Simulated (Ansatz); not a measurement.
# Si: the cost of one run

Program: Ansatz 0.2.0. Level of theory: DFT PBE, scalar-relativistic, plane waves, PAW. These are calculated values, not measurements.

## (1) The structure to begin with

It takes space group P6_3/mmc (No. 194, hexagonal). The conventional cell has a = 3.862 Å, b = 3.862 Å, c = 18.989 Å, α = 90.00°, β = 90.00°, γ = 120.00°. Si (site symmetry 3m) is surrounded by 4 Si at 2.37 to 2.39 Å. Around Si (site symmetry 3m) lie 4 Si at 2.37 Å.

Coordinates:

```cif
data_structure
_symmetry_space_group_name_H-M 'P 1'
_symmetry_Int_Tables_number 1
_cell_length_a 3.8619
_cell_length_b 3.8619
_cell_length_c 18.9895
_cell_angle_alpha 90.000
_cell_angle_beta 90.000
_cell_angle_gamma 120.000
_cell_volume 245.28
loop_
_atom_site_label
_atom_site_type_symbol
_atom_site_fract_x
_atom_site_fract_y
_atom_site_fract_z
_atom_site_occupancy
Si1 Si 0.00000 0.00000 0.81282 1
Si2 Si 0.00000 0.00000 0.31282 1
Si3 Si 0.33333 0.66667 0.97919 1
Si4 Si 0.66667 0.33333 0.47919 1
Si5 Si 0.33333 0.66667 0.64539 1
Si6 Si 0.66667 0.33333 0.14539 1
Si7 Si 0.00000 0.00000 0.68718 1
Si8 Si 0.00000 0.00000 0.18718 1
Si9 Si 0.33333 0.66667 0.85461 1
Si10 Si 0.66667 0.33333 0.35461 1
Si11 Si 0.33333 0.66667 0.52081 1
Si12 Si 0.66667 0.33333 0.02081 1
```

The start is the relaxed end of an invented cell (made as: 4-connected net of one element (P6_3/mmc, No. 194)), taken up again for a closer look.

## (2) Probe: one point on a coarse mesh

Input file input.yaml:

```yaml
crystal:
  lattice:
    - [3.8619382, 0.0, 0.0]
    - [-1.9309691, 3.3445366, 0.0]
    - [0.0, 0.0, 18.9894708]
  atoms:
    - { symbol: Si, position: [0.0, 0.0, 0.812817] }
    - { symbol: Si, position: [0.0, 0.0, 0.312817] }
    - { symbol: Si, position: [0.3333333, 0.6666667, 0.979189] }
    - { symbol: Si, position: [0.6666667, 0.3333333, 0.479189] }
    - { symbol: Si, position: [0.3333333, 0.6666667, 0.64539] }
    - { symbol: Si, position: [0.6666667, 0.3333333, 0.14539] }
    - { symbol: Si, position: [0.0, 0.0, 0.687183] }
    - { symbol: Si, position: [0.0, 0.0, 0.187183] }
    - { symbol: Si, position: [0.3333333, 0.6666667, 0.85461] }
    - { symbol: Si, position: [0.6666667, 0.3333333, 0.35461] }
    - { symbol: Si, position: [0.3333333, 0.6666667, 0.520811] }
    - { symbol: Si, position: [0.6666667, 0.3333333, 0.020811] }
basis:
  ecutwfc: 420
kpoints:
  mp_grid: { grid: [6, 6, 1] }
hamiltonian:
  xc: pbe
scf:
  occupations: { method: gaussian, width: 0.1 }
  lower_state_search: "off"
output:
  forces: true
  stress: true
  eigenvalues: true
```

Command:

```sh
ansatz run input.yaml --threads 4 --pin off --max-ram 8192MiB --backend cpu --events-out ev --progress --plain --runs-dir out
```

What time and memory should one allow on 4 threads of Arm Neoverse V1, shared host?

About 1.2 s, with a peak of 0.58 GiB.
